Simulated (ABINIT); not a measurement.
# TiTe (P6_3/mmc) in ABINIT: single point with LDA

Aim: the single point of TiTe with LDA.

Program: ABINIT 10.8.3 (patched build). These are calculated values, not measurements. Logs are shortened: lines on timing, memory, paths and dates and some standing lists are left out, and cuts for length are marked. The log counts tension as positive stress, the text compression.

## 1. The structure

The structure is hexagonal, space group P6_3/mmc (No. 194). The conventional cell has a = 3.842 Å, b = 3.842 Å, c = 6.403 Å, α = 90.00°, β = 90.00°, γ = 120.00°. Around Te (site symmetry -6m2) lie 6 Ti at 2.74 Å. Ti (site symmetry -3m) has 6 Te at 2.74 Å as nearest neighbours.

## 2. Single point, LDA, spin-orbit coupling, no magnetisation

run.abi reads:

```
# Pseudopotentials
pp_dirpath "./"
pseudos "Te.LDA_PW-JTH.xml, Ti.LDA_PW-JTH.xml"

# Structure
acell 3*1.0 Angstrom
rprim
     3.8420000000     0.0000000000     0.0000000000
    -1.9210000000     3.3272696013     0.0000000000
     0.0000000000     0.0000000000     6.4030000000
ntypat 2
znucl 52 22
natom 4
typat 1 1 2 2
xred
     0.6666666667     0.3333333333     0.7500000000
     0.3333333333     0.6666666667     0.2500000000
     0.0000000000     0.0000000000     0.5000000000
     0.0000000000     0.0000000000     0.0000000000

# Plane-wave basis
ecut 15.0
pawecutdg 30.0

# k points
kptopt 4
ngkpt 6 6 3
nshiftk 1
shiftk 0.0 0.0 0.0

# Exchange and correlation
ixc 7

# Bands and occupations
nband 44
occopt 3
tsmear 0.05 eV

# Spin
nspinor 2
nspden 1
pawspnorb 1

# SCF cycle
nstep 100
tolvrs 1.0e-9

# Output
iomode 3
prtwf 0
prtden 0
prteig 0
prtebands 0
enunit 2
```

Potentials or basis: JTH PAW LDA v2.0.

Started as:

```bash
$ abinit run.abi > log 2>&1
```

run.abo:

```text
.Version 10.8.3 of ABINIT
 Symmetries : space group P6_3 2 2 (#182); Bravais hP (primitive hexag.)
================================================================================
 Values of the parameters that define the memory need of the present run
     intxc =       0    ionmov =       0      iscf =      17    lmnmax =      18
     lnmax =       6     mgfft =      45  mpssoang =       3    mqgrid =    3001
     natom =       4  nloc_mem =       2    nspden =       1   nspinor =       2
    nsppol =       1      nsym =      12    n1xccc =       1    ntypat =       2
    occopt =       3   xclevel =       1
       mpw =        1548          nfft =       32805          nkpt =          15
 PAW method is used; the additional fine FFT grid is defined by:
   mgfftf=        60    nfftf =     77760
================================================================================
================================================================================

--------------------------------------------------------------------------------
------------- Echo of variables that govern the present computation ------------
--------------------------------------------------------------------------------
 -outvars: echo values of preprocessed input variables --------
            acell      1.8897261259E+00  1.8897261259E+00  1.8897261259E+00 Bohr
              amu      1.27600000E+02  4.78800000E+01
             ecut      1.50000000E+01 Hartree
           enunit           2
              ixc           7
           kptopt           4
         kptrlatt        6    0    0      0    6    0      0    0    3
          kptrlen      3.62997492E+01
            natom           4
            nband          44
            ngfft          27      27      45
          ngfftdg          36      36      60
             nkpt          15
          nspinor           2
            nstep         100
             nsym          12
           ntypat           2
           occopt           3
        pawcpxocc           2
        pawecutdg      3.00000000E+01 Hartree
        pawspnorb           1
           prtden           0
        prtebands           0
           prteig           0
            prtwf           0
            rprim      3.8420000000E+00  0.0000000000E+00  0.0000000000E+00
                      -1.9210000000E+00  3.3272696013E+00  0.0000000000E+00
                       0.0000000000E+00  0.0000000000E+00  6.4030000000E+00
          spgroup         182
           tolvrs      1.00000000E-09
           tsmear      1.83746611E-03 Hartree
            typat      1  1  2  2
           useylm           1
           xangst      1.9210000000E+00  1.1090898671E+00  4.8022500000E+00
                       1.0730469146E-16  2.2181797342E+00  1.6007500000E+00
                      -1.4218256202E-16 -3.6940113205E-16  3.2015000000E+00
                      -1.4218256202E-16 -3.6940113205E-16  0.0000000000E+00
            xcart      3.6301638879E+00  2.0958760978E+00  9.0749372881E+00
                       2.0277647889E-16  4.1917521957E+00  3.0249790960E+00
                      -2.6868610210E-16 -6.9806697017E-16  6.0499581921E+00
                      -2.6868610210E-16 -6.9806697017E-16  0.0000000000E+00
             xred      6.6666666667E-01  3.3333333333E-01  7.5000000000E-01
                       3.3333333333E-01  6.6666666667E-01  2.5000000000E-01
                      -9.2518585385E-17 -1.1102230246E-16  5.0000000000E-01
                      -9.2518585385E-17 -1.1102230246E-16  0.0000000000E+00
            znucl       52.00000   22.00000

================================================================================

 chkinp: Checking input parameters for consistency.

================================================================================
== DATASET  1 ==================================================================

--- !DatasetInfo
iteration_state: {dtset: 1, }
dimensions: {natom: 4, nkpt: 15, mband: 44, nsppol: 1, nspinor: 2, nspden: 1, mpw: 1548, }
cutoff_energies: {ecut:  15.0, pawecutdg:  30.0, }
electrons: {nelect:   3.60000000E+01, charge:   0.00000000E+00, occopt:   3.00000000E+00, tsmear:   1.83746611E-03, }
meta: {optdriver: 0, ionmov: 0, optcell: 0, iscf: 17, paral_kgb: 0, }
...

 Exchange-correlation functional for the present dataset will be:
  LDA: Perdew-Wang 92 LSD fit to Ceperley-Alder data - ixc=7
  J.P.Perdew and Y.Wang, PRB 45, 13244 (1992)

 Real(R)+Recip(G) space primitive vectors, cartesian coordinates (Bohr,Bohr^-1):
 R(1)=  7.2603278  0.0000000  0.0000000  G(1)=  0.1377348  0.0795212  0.0000000
 R(2)= -3.6301639  6.2876283  0.0000000  G(2)=  0.0000000  0.1590425  0.0000000
 R(3)=  0.0000000  0.0000000 12.0999164  G(3)=  0.0000000  0.0000000  0.0826452
 Unit cell volume ucvol=  5.5236412E+02 bohr^3
 Angles (23,13,12)=  9.00000000E+01  9.00000000E+01  1.20000000E+02 degrees

 Coarse grid specifications (used for wave-functions):

 getcut: wavevector=  0.0000  0.0000  0.0000  ngfft=  27  27  45
         ecut(hartree)=     15.000   => boxcut(ratio)=   2.05605

 Fine grid specifications (used for densities):

 getcut: wavevector=  0.0000  0.0000  0.0000  ngfft=  36  36  60
         ecut(hartree)=     30.000   => boxcut(ratio)=   2.01104

[... 65 lines left out ...]
- [  9.21502252E-06,   0.00000000E+00,   0.00000000E+00, ]
- [  0.00000000E+00,   9.21502328E-06,   0.00000000E+00, ]
- [  0.00000000E+00,   0.00000000E+00,  -1.41215786E-04, ]
pressure_GPa:   1.2042E+00
xred      :
- [  6.6667E-01,   3.3333E-01,   7.5000E-01, Te]
- [  3.3333E-01,   6.6667E-01,   2.5000E-01, Te]
- [ -9.2519E-17,  -1.1102E-16,   5.0000E-01, Ti]
- [ -9.2519E-17,  -1.1102E-16,   0.0000E+00, Ti]
cartesian_forces: # hartree/bohr
- [ -7.24357476E-32,   2.50924790E-31,   2.17318556E-32, ]
- [ -7.24357476E-32,   2.50924790E-31,   2.17318556E-32, ]
- [  5.07050233E-31,   4.18207984E-31,  -6.51955667E-32, ]
- [ -3.62178738E-31,  -9.20057564E-31,   2.17318556E-32, ]
force_length_stats: {min:   2.62073389E-31, max:   9.89015487E-31, mean:   5.43413308E-31, }
...

 Integrated electronic density in atomic spheres:
 ------------------------------------------------
 Atom  Sphere_radius  Integrated_density
    1        2.31107          3.30730181
    2        2.31107          3.30730181
    3        2.30803         10.26455052
    4        2.30803         10.26455052

================================================================================

 ----iterations are completed or convergence reached----

 Mean square residual over all n,k,spin=   52.330E-07; max=  81.852E-05
 reduced coordinates (array xred) for    4 atoms
       0.666666666667      0.333333333333      0.750000000000
       0.333333333333      0.666666666667      0.250000000000
      -0.000000000000     -0.000000000000      0.500000000000
      -0.000000000000     -0.000000000000      0.000000000000
 rms dE/dt=  2.3124E-30; max dE/dt=  6.3109E-30; dE/dt below (all hartree)
    1       0.000000000000      0.000000000000      0.000000000000
    2       0.000000000000      0.000000000000      0.000000000000
    3      -0.000000000000      0.000000000000      0.000000000000
    4       0.000000000000      0.000000000000      0.000000000000

 cartesian coordinates (angstrom) at end:
    1      1.92100000000000     1.10908986710000     4.80225000000000
    2      0.00000000000000     2.21817973420000     1.60075000000000
    3     -0.00000000000000    -0.00000000000000     3.20150000000000
    4     -0.00000000000000    -0.00000000000000     0.00000000000000

 cartesian forces (hartree/bohr) at end:
    1     -0.00000000000000     0.00000000000000     0.00000000000000
    2     -0.00000000000000     0.00000000000000     0.00000000000000
    3      0.00000000000000     0.00000000000000    -0.00000000000000
    4     -0.00000000000000    -0.00000000000000     0.00000000000000
 frms,max,avg= 3.5960220E-31 9.2005756E-31   0.000E+00  0.000E+00  0.000E+00 h/b

 cartesian forces (eV/Angstrom) at end:
    1     -0.00000000000000     0.00000000000000     0.00000000000000
    2     -0.00000000000000     0.00000000000000     0.00000000000000
    3      0.00000000000000     0.00000000000000    -0.00000000000000
    4     -0.00000000000000    -0.00000000000000     0.00000000000000
 frms,max,avg= 1.8491488E-29 4.7311262E-29   0.000E+00  0.000E+00  0.000E+00 e/A
 length scales=  1.889726125908  1.889726125908  1.889726125908 bohr
              =  1.000000000000  1.000000000000  1.000000000000 angstroms
 Fermi (or HOMO) energy (hartree) =  -0.03748   Average Vxc (hartree)=  -0.40617
 Eigenvalues (hartree) for nkpt=  15  k points:
 kpt#   1, nband= 44, wtk=  0.00926, kpt=  0.0000  0.0000  0.0000 (reduced coord)
  -2.12153   -2.12153   -2.12098   -2.12098   -1.27899   -1.27899   -1.27773   -1.27773
  -1.25556   -1.25556   -1.25546   -1.25546   -1.25484   -1.25484   -1.25092   -1.25092
  -0.55506   -0.55506   -0.49160   -0.49160   -0.29939   -0.29939   -0.18110   -0.18110
  -0.16738   -0.16738   -0.09986   -0.09986   -0.09814   -0.09814   -0.06112   -0.06112
  -0.05862   -0.05862   -0.05860   -0.05860   -0.05637   -0.05637   -0.05441   -0.05441
  -0.05348   -0.05348   -0.00048   -0.00001
      occupation numbers for kpt#   1
   1.00000    1.00000    1.00000    1.00000    1.00000    1.00000    1.00000    1.00000
   1.00000    1.00000    1.00000    1.00000    1.00000    1.00000    1.00000    1.00000
   1.00000    1.00000    1.00000    1.00000    1.00000    1.00000    1.00000    1.00000
   1.00000    1.00000    1.00000    1.00000    1.00000    1.00000    1.00000    1.00000
   0.99999    0.99999    0.99999    0.99999    0.99997    0.99997    0.99990    0.99990
   0.99983    0.99983    0.00000    0.00000
 prteigrs : prtvol=0 or 1, do not print more k-points.

 Fermi (or HOMO) energy (eV) =  -1.01996   Average Vxc (eV)= -11.05237
 Eigenvalues (   eV  ) for nkpt=  15  k points:
 kpt#   1, nband= 44, wtk=  0.00926, kpt=  0.0000  0.0000  0.0000 (reduced coord)
 -57.72972  -57.72972  -57.71485  -57.71485  -34.80316  -34.80316  -34.76886  -34.76886
 -34.16564  -34.16564  -34.16272  -34.16272  -34.14590  -34.14590  -34.03937  -34.03937
 -15.10396  -15.10396  -13.37714  -13.37714   -8.14672   -8.14672   -4.92801   -4.92801
  -4.55458   -4.55458   -2.71726   -2.71726   -2.67050   -2.67050   -1.66324   -1.66324
  -1.59514   -1.59514   -1.59463   -1.59463   -1.53399   -1.53399   -1.48061   -1.48061
  -1.45538   -1.45538   -0.01314   -0.00015
 prteigrs : prtvol=0 or 1, do not print more k-points.

--- !EnergyTerms
iteration_state     : {dtset: 1, }
comment             : Components of total free energy in Hartree
kinetic             :  2.09270843353272E+01
hartree             :  3.21340112771265E+01
xc                  : -1.48217628030977E+01
Ewald energy        : -9.42061258734806E+01
psp_core            :  1.74557124309190E+01
local_psp           : -9.26465602870052E+01
PAW spherical_terms : -3.26055869715791E+00
internal            : -1.34418199617369E+02
'-kT*entropy'       : -7.69360858754159E-04
total_energy        : -1.34418968978227E+02
total_energy_eV     : -3.65772648365309E+03
...

--- !EnergyTermsDC
iteration_state     : {dtset: 1, }
comment             : '"Double-counting" decomposition of free energy'
band_energy         : -2.82692074991806E+01
Ewald energy        : -9.42061258734806E+01
psp_core            :  1.74557124309190E+01
xc_dc               : -3.33757817581189E+01
PAW spherical_terms :  3.97719907383587E+00
internal            : -1.34418203626025E+02
'-kT*entropy'       : -7.69360858754159E-04
total_energy_dc     : -1.34418972986884E+02
total_energy_dc_eV  : -3.65772659273418E+03
...

--- !EnergyTermsWithPAWCore
iteration_state     : {dtset: 1, }
comment             : 'Components of total free energy, including PAW core contributions'
Total energy        : -1.52820811249910E+04
Total energy DC     : -1.52820811289997E+04
Total energy (eV)   : -4.15846612134546E+05
Total energy DC (eV): -4.15846612243627E+05
...

 Cartesian components of stress tensor (hartree/bohr^3)
  sigma(1 1)=  9.21502252E-06  sigma(3 2)=  0.00000000E+00
  sigma(2 2)=  9.21502328E-06  sigma(3 1)=  0.00000000E+00
  sigma(3 3)= -1.41215786E-04  sigma(2 1)=  0.00000000E+00

-Cartesian components of stress tensor (GPa)         [Pressure=  1.2042E+00 GPa]
- sigma(1 1)=  2.71115323E-01  sigma(3 2)=  0.00000000E+00
- sigma(2 2)=  2.71115345E-01  sigma(3 1)=  0.00000000E+00
- sigma(3 3)= -4.15471186E+00  sigma(2 1)=  0.00000000E+00

== END DATASET(S) ==============================================================
================================================================================

 -outvars: echo values of variables after computation  --------
            acell      1.8897261259E+00  1.8897261259E+00  1.8897261259E+00 Bohr
           etotal     -1.3441897299E+02
            fcart     -7.2435747585E-32  2.5092479021E-31  2.1731855554E-32
                      -7.2435747585E-32  2.5092479021E-31  2.1731855554E-32
                       5.0705023309E-31  4.1820798368E-31 -6.5195566661E-32
                      -3.6217873792E-31 -9.2005756409E-31  2.1731855554E-32
            rprim      3.8420000000E+00  0.0000000000E+00  0.0000000000E+00
                      -1.9210000000E+00  3.3272696013E+00  0.0000000000E+00
                       0.0000000000E+00  0.0000000000E+00  6.4030000000E+00
           strten      9.2150225221E-06  9.2150232786E-06 -1.4121578580E-04
                       0.0000000000E+00  0.0000000000E+00  0.0000000000E+00
           xangst      1.9210000000E+00  1.1090898671E+00  4.8022500000E+00
                       1.0730469146E-16  2.2181797342E+00  1.6007500000E+00
                      -1.4218256202E-16 -3.6940113205E-16  3.2015000000E+00
                      -1.4218256202E-16 -3.6940113205E-16  0.0000000000E+00
             xred      6.6666666667E-01  3.3333333333E-01  7.5000000000E-01
                       3.3333333333E-01  6.6666666667E-01  2.5000000000E-01
                      -9.2518585385E-17 -1.1102230246E-16  5.0000000000E-01
                      -9.2518585385E-17 -1.1102230246E-16  0.0000000000E+00
 Calculation completed.
```

Run time: 79 s. Hardware: 1 thread of Arm Neoverse V2, shared host; peak memory 0.12 GiB.

Results:

| Item | Value |
| --- | --- |
| Free energy | -3657.7266 eV |
| Pressure | 1.2 GPa |
| Band gap on the k mesh | none (metal or under the smearing width) |
| Valence electrons inside the program's atomic spheres | Te 3.31; Ti 10.26 |
